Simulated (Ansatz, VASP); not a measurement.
## AgCl in VASP and in Ansatz

File INCAR:

```
PREC = Accurate ; ENCUT = 520
EDIFF = 1E-6 ; ISMEAR = 0
SIGMA = 0.05 ; LREAL = F
LASPH = T ; NELM = 60
ALGO = Normal ; ISIF = 2
LWAVE = F ; LCHARG = F
GGA = PE ; NBANDS = 16
```

The input KPOINTS:

```
Automatic mesh
0
Gamma
  8 8 8
```

Contents of POSCAR:

```
AgCl
1.0
    0.0000000000      3.0305046789      2.8060228508
    3.0305046789      0.0000000000      2.8060228508
    3.0305046789      3.0305046789      0.0000000000
Ag Cl
1 1
Direct
    0.5000000000      0.5000000000      0.5000000000
    0.0000000000      0.0000000000      0.0000000000
```

Input for Ansatz:

```yaml
crystal:
  lattice:
    - [0.0, 3.0305046789, 2.8060228508]
    - [3.0305046789, 0.0, 2.8060228508]
    - [3.0305046789, 3.0305046789, 0.0]
  atoms:
    - { symbol: Ag, position: [0.5, 0.5, 0.5] }
    - { symbol: Cl, position: [0.0, 0.0, 0.0] }
basis:
  ecutwfc: 420
kpoints:
  mp_grid: { grid: [8, 8, 8] }
hamiltonian:
  xc: pbe
scf:
  occupations: { method: gaussian, width: 0.05 }
output:
  forces: true
  stress: true
  eigenvalues: true
```

Change from the starting cell: strain +0.080 along x and y, +0.000 along z, atoms carried along.

Alike in both runs: task single point; functional PBE; k mesh 8 × 8 × 8; occupations gaussian, width 0.05 eV; no spin polarisation.

```csv
,VASP,Ansatz
version,VASP 6.6.1,Ansatz 0.2.0
potentials or method,"VASP PAW PBE potentials, release 64 (Ag, Cl)","scalar-relativistic, plane waves, PAW"
plane-wave cutoff (eV),520,420
valence electrons in the cell,18,26
```

Ansatz gave:

| Quantity | Value |
| --- | --- |
| gap on the k mesh at the Fermi level (eV) | 0.88 |
| least direct gap on the mesh (eV) | 2.58 |
| pressure (GPa) | -4.0 |
| largest component of the traceless stress (GPa) | 0.60 |

Question: Estimate VASP's values.

Answer: gap on the k mesh at the Fermi level (eV): 0.88; least direct gap on the mesh (eV): 2.58; pressure (GPa): -4.1; largest component of the traceless stress (GPa): 0.63.

The functional is the same, so the differences come from potentials, cutoffs and numerics. The two sets of potentials don't hold the same shells in valence.

A k mesh can miss the band edges.
